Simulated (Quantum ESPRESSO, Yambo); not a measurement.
# InP (F-43m): G0W0 with Yambo, start to end, part 2 of 3

Aim: the G0W0 gap of InP (F-43m) on PBE, step by step.

Quantum ESPRESSO 7.5 and Yambo 5.3.0; PBE and many-body steps on it, plane waves. Known limits of the many-body steps: not at the basis limit; exchange with frozen shells missing; no spin-orbit coupling; coarse k mesh.

So far. Step 2 (Ground state): The gap is direct, at Γ. Step 3 (Bands along the symmetry lines): The gap is 0.709 eV, as in the run before at this level.

The database entry behind the starting cell differs from later determinations by our own check (0.1 to 0.3 % short, probably kX units), so it need not match the best structure at ambient conditions.

### Step 4. Empty states on the mesh, 4×4×4 mesh, 332 bands

Level of this step: DFT, PBE, plane waves, norm-conserving pseudopotentials (Quantum ESPRESSO).

The sums over transitions need many empty states on a uniform mesh; this step solves for them.

Contents of pw.in:

```
&control
  calculation = 'nscf'
  prefix = 'x'
  outdir = 'o'
  pseudo_dir = 'pseudo'
/
&system
  ibrav = 0
  nat = 2
  ntyp = 2
  ecutwfc = 62.0
  nbnd = 332
  force_symmorphic = .true.
/
&electrons
  conv_thr = 1e-9
  electron_maxstep = 80
  diago_full_acc = .true.
  diago_thr_init = 5e-6
/
ATOMIC_SPECIES
  In 114.82 In.upf
  P 30.974 P.upf
CELL_PARAMETERS angstrom
  -0.0000000000 2.9305000000 2.9305000000
  2.9305000000 -0.0000000000 2.9305000000
  2.9305000000 2.9305000000 -0.0000000000
ATOMIC_POSITIONS crystal
  In 0.0000000000 0.0000000000 0.0000000000
  P 0.2500000000 0.2500000000 0.2500000000
K_POINTS automatic
  4 4 4 0 0 0
```

Started as:

```sh
$ OMP_NUM_THREADS=1 mpirun -n 4 pw.x -nk 4 -in pw.in > pw.out
```

The program printed:

```text
[banner, memory and clock lines left out]
Program PWSCF v.7.5 starts

     Atomic positions and unit cell read from directory:
     o/x.save/

     Message from routine setup:
     using ibrav=0 with symmetry is DISCOURAGED, use correct ibrav instead

     G-vector sticks info

     bravais-lattice index     =            0
     lattice parameter (alat)  =       7.8317  a.u.
     unit-cell volume          =     339.6658 (a.u.)^3
     number of atoms/cell      =            2
     number of atomic types    =            2
     number of electrons       =        18.00
     number of Kohn-Sham states=          332
     kinetic-energy cutoff     =      62.0000  Ry
     charge density cutoff     =     248.0000  Ry
     Exchange-correlation= PBE
                           (   1   4   3   4   0   0   0)

     celldm(1)=   7.831692  celldm(2)=   0.000000  celldm(3)=   0.000000
     celldm(4)=   0.000000  celldm(5)=   0.000000  celldm(6)=   0.000000

     crystal axes: (cart. coord. in units of alat)
               a(1) = (  -0.000000   0.707107   0.707107 )
               a(2) = (   0.707107  -0.000000   0.707107 )
               a(3) = (   0.707107   0.707107  -0.000000 )

     reciprocal axes: (cart. coord. in units 2 pi/alat)
               b(1) = ( -0.707107  0.707107  0.707107 )
               b(2) = (  0.707107 -0.707107  0.707107 )
               b(3) = (  0.707107  0.707107 -0.707107 )
     Pseudo is Norm-conserving + core correction, Zval = 13.0
     Generated using ONCVPSP code by D. R. Hamann
     Using radial grid of 1964 points,  6 beta functions with:
     Pseudo is Norm-conserving + core correction, Zval =  5.0
     Generated using ONCVPSP code by D. R. Hamann
     Using radial grid of 1298 points,  6 beta functions with:
     In               13.00   114.82000     In( 1.00)
     P                 5.00    30.97400     P ( 1.00)

     24 Sym. Ops. (no inversion) found

   Cartesian axes

     site n.     atom                  positions (alat units)
         1        In     tau(   1) = (   0.0000000   0.0000000   0.0000000  )
         2        P      tau(   2) = (   0.3535534   0.3535534   0.3535534  )

     number of k points=     8
                       cart. coord. in units 2pi/alat
        k(    1) = (   0.0000000   0.0000000   0.0000000), wk =   0.0312500
        k(    2) = (   0.1767767   0.1767767  -0.1767767), wk =   0.2500000
        k(    3) = (  -0.3535534  -0.3535534   0.3535534), wk =   0.1250000
[...]
k(    7) = (  -0.7071068   0.0000000   0.0000000), wk =   0.0937500
        k(    8) = (  -0.7071068   0.3535534   0.0000000), wk =   0.1875000

     Dense  grid:    22227 G-vectors     FFT dimensions: (  40,  40,  40)

     The potential is recalculated from file :
     o/x.save/charge-density

     Starting wfcs are   13 randomized atomic wfcs +  319 random wfcs

     Band Structure Calculation

     End of band structure calculation

          k = 0.0000 0.0000 0.0000 (  2741 PWs)   bands (ev):

    -7.0992  -7.0992  -7.0992  -6.9505  -6.9505  -4.3704   7.1482   7.1482
     7.1482   7.8576  11.2364  11.2364  11.2364  15.7343  16.5605  16.5605
    18.3848  18.3848  18.3848  21.0765  28.8179  28.8179  28.8179  31.2699
[...]
[... 30 further rows ...]
[...]
190.9540 190.9540 191.6302 193.8447

          k = 0.1768 0.1768-0.1768 (  2794 PWs)   bands (ev):

[...]
[... 30 further rows ...]
[...]
195.4264 195.6743 195.6743 196.9918

          k =-0.3536-0.3536 0.3536 (  2788 PWs)   bands (ev):

[...]
65.9107  66.1330  66.1330  67.2685  68.0625  68.0625  70.5456  70.5456
     [... 30 further rows ...]
   191.5040 191.6628 191.6628 192.0017 192.0063 192.3154 192.3252 192.3252
   192.9527 192.9527 194.0288 194.1056

          k = 0.3536 0.0000 0.0000 (  2826 PWs)   bands (ev):

     [... further k-points ...]

     highest occupied, lowest unoccupied level (ev):     7.1482    7.8576

     XML data file, pseudopotentials, collected wavefunctions
```

Elapsed: 29 s, on 4 MPI ranks of Arm Neoverse V1, shared host; peak memory 0.55 GiB; 1.9 min of CPU time.

Numbers from this step:

```
gap                                                           : 0.7094 eV
k of the valence top                                          : 0, 0, 0
k of the conduction bottom                                    : 0, 0, 0
least direct gap                                              : 0.7094 eV
k points computed                                             : 8
lowest point of the top converged band, above the valence top : 186.6966 eV
```

On this mesh the gap is 0.709 eV.

### Step 5. Conversion and set-up

This step: Yambo 5.3.0; conversion and set-up on PBE, plane waves, norm-conserving pseudopotentials.

The states are converted to the many-body program's format and the q mesh is built.

Started as:

```sh
$ (cd o/x.save; p2y > p2y.log; mv SAVE ../..); yambo > setup.log
```

The program printed:

```text
 Yambo, version 5.3.0

 [02] CORE Variables Setup
 =========================

  [02.01] Unit cells
  ==================

  Cell kind             :  FCC
  Atoms in the cell     :  In  P
  number of In atoms    :  1
  number of P  atoms    :  1

  List of atomic masses
  Mass of In    :  114.8200
  Mass of P     :  30.97400

  List of atomic coordinates    : [cc]
  In1       :  0.000000  0.000000  0.000000  order 1
  P1       :  2.768921  2.768921  2.768921  order 2

  Alat factors          :  5.537842  5.537842  5.537842 [a.u.]
  Direct lattice volume :  339.6658 [a.u.]
  Direct lattice vectors:  A[ 1 ]  A[ 2 ]  A[ 3 ]
   A[ 1 ]: -0.000000  1.000000  1.000000  [iru]
  -0.000000  5.537842  5.537842  [cc]
   A[ 2 ]:  1.000000 -0.000000  1.000000  [iru]
   5.537842 -0.000000  5.537842  [cc]
   A[ 3 ]:  1.000000  1.000000 -0.000000  [iru]
   5.537842  5.537842 -0.000000  [cc]

  Recip. lattice volume :  0.730277 [a.u.]
  Recip. lattice vectors:  B[ 1 ]  B[ 2 ]  B[ 3 ]
   B[ 1 ]: -0.500000  0.500000  0.500000  [iku]
  -0.567295  0.567295  0.567295  [cc]
   B[ 2 ]:  0.500000 -0.500000  0.500000  [iku]
   0.567295 -0.567295  0.567295  [cc]
   B[ 3 ]:  0.500000  0.500000 -0.500000  [iku]
   0.567295  0.567295 -0.567295  [cc]

  [02.02] Symmetries
  ==================

  Inversion symmetry    : yes
  Spatial inversion     : no
  Inversion index       :  25
  K-space Time-reversal : yes
  Magnetic symmetries   : no
  Time-reversal derived K-space symmetries:   25   48
  Group table correct   : yes
  Symmetries units      :  [cc]

   [S  1]:   1.0000      0.21494E-16  0.21494E-16  0.21494E-16   1.0000     -0.21494E-16 -0.21494E-16 -0.21494E-16   1.0000
   [S  2]:  -1.0000     -0.21494E-16  0.21494E-16 -0.21494E-16  -1.0000     -0.21494E-16  0.21494E-16  0.21494E-16   1.0000
   [S  3]:  -1.0000      0.21494E-16 -0.21494E-16 -0.21494E-16   1.0000      0.21494E-16  0.21494E-16 -0.21494E-16  -1.0000
[...]
[S  9]:  0.21494E-16   1.0000      0.21494E-16 -0.21494E-16  0.21494E-16   1.0000       1.0000     -0.21494E-16 -0.21494E-16
   [S 10]:  0.21494E-16  -1.0000     -0.21494E-16 -0.21494E-16 -0.21494E-16  -1.0000       1.0000      0.21494E-16  0.21494E-16
     [... 36 further rows ...]
   [S*47]:   1.0000      0.21494E-16 -0.21494E-16  0.21494E-16 -0.21494E-16  -1.0000     -0.21494E-16   1.0000      0.21494E-16
   [S*48]:   1.0000     -0.21494E-16  0.21494E-16  0.21494E-16  0.21494E-16   1.0000     -0.21494E-16  -1.0000     -0.21494E-16

  [02.03] Reciprocal space
  ========================

  nG shells         :  258
  nG charge         :  22227
  nG WFs            :   3451
  nC WFs            :  2826
  G-vecs. in first 25 shells:  [ Number ]
     1    9   15   27   51   59   65   89  113
    137   169   181   229   259   283   307   331   339
    387   411   459   531   537   561   609
  ...
  Shell energy in first 25 shells:  [ mHa ]
[...]
BZ  K-points                                      :   64

  K/Q-points units:
  rlu = crystal or reduced units; cc = cartesian coordinates; iku = interal k-units

  K [1]          [rlu]:  0.000000  0.000000  0.000000
         WF components:  2741
  K [2]          [rlu]:  0.52668E-17  0.52668E-17  0.25000
         WF components:  2794
  K [3]          [rlu]: -0.10534E-16 -0.10534E-16 -0.50000
         WF components:  2788
  K [4]          [rlu]:  0.87374E-19  0.25000      0.25000
         WF components:  2826
  K [5]          [rlu]:  0.86628E-17  0.25000     -0.50000
         WF components:  2798
  [... 2 further k-points ...]
  K [8]          [rlu]:  0.250000 -0.500000 -0.250000
         WF components:  2780

  [02.05] Energies & Occupations
  ==============================

  [X] === General ===
  [X] Electronic Temperature                        :  0.000000  0.000000 [eV K]
  [X] Bosonic    Temperature                        :  0.000000  0.000000 [eV K]
  [X] Finite Temperature mode                       : no
  [X] El. density                                   :  0.35762E+24 [cm-3]
  [X] Fermi Level                                   :  7.148157 [eV]

  [X] === Gaps and Widths ===
  [X] Conduction Band Min                           :  0.709393 [eV]
  [X] Valence Band Max                              :  0.000000 [eV]
  [X] Filled Bands                                  :   9
  [X] Empty Bands                                   :    10   332
  [X] Direct Gap                                    :  0.709393 [eV]
  [X] Direct Gap localized at k                     :  1
  [X] Indirect Gap                                  :  0.709393 [eV]
  [X] Indirect Gap between kpts                     :  1  1
  [X] Last valence band width                       :  2.910625 [eV]
  [X] 1st conduction band width                     :  3.585714 [eV]

  E @ K [1]:  [eV]
   -14.247      -14.247      -14.247      -14.099      -14.099      -11.519     -0.11202E-10 -0.59364E-11
   0.000000  0.709393  4.088203  4.088203  4.088203  8.586187  9.412306  9.412306
   11.23660  11.23660  11.23660  13.92832  21.66971  21.66971  21.66971  24.12170
  occ @ K [1]
[...]
E @ K [2]:  [eV]
[...]
occ @ K [2]
[...]
E @ K [3]:  [eV]
[...]
occ @ K [3]
[...]
E @ K [4]:  [eV]
[...]
occ @ K [4]
[...]
E @ K [5]:  [eV]
[...]
occ @ K [5]
[...]
[... 2 further k-points ...]
  E @ K [8]:  [eV]
[...]
occ @ K [8]
[...]
2.000000  0.000000  0.000000  0.000000  0.000000  0.000000  0.000000  0.000000
   0.000000  0.000000  0.000000  0.000000  0.000000  0.000000  0.000000  0.000000

 [03] Transferred momenta grid and indexing
 ==========================================

 IBZ Q-points                                      :   8
 BZ  Q-points                                      :   64

 K/Q-points units:
 rlu = crystal or reduced units; cc = cartesian coordinates; iku = interal k-units

 Q [1]          [rlu]:  0.000000  0.000000  0.000000
 Q [2]          [rlu]:  0.54193E-16  0.26437E-16  0.25000
 Q [3]          [rlu]: -0.10839E-15 -0.52875E-16 -0.50000
[...]
Q [7]          [rlu]: -0.17475E-18 -0.50000     -0.50000
 Q [8]          [rlu]:  0.250000 -0.500000 -0.250000

  [03.01] X indexes
  =================

   [03.01.01] Sigma indexes
   ========================

 [06] Game Over & Game summary
```

Wall time 2.5 s (1 MPI rank); peak memory 0.24 GiB.

(Continued in part 3 of 3.)

[Paths, hosts, dates, memory and timing lines, banners, echoed tables and standing remarks are left out of the program output.]

[Logs are printed without paths, hosts, clocks, repeated set-up lines and the standing remarks that a program may print on its own settings, such as how far it seeks lower states.]

[Runs of the session that timed out or met a known fault of the program may be left out.]

[Hosts, paths, dates, database ids (printed as entryN), source tags and the programs' standing remarks are cut or masked in the printed files.]
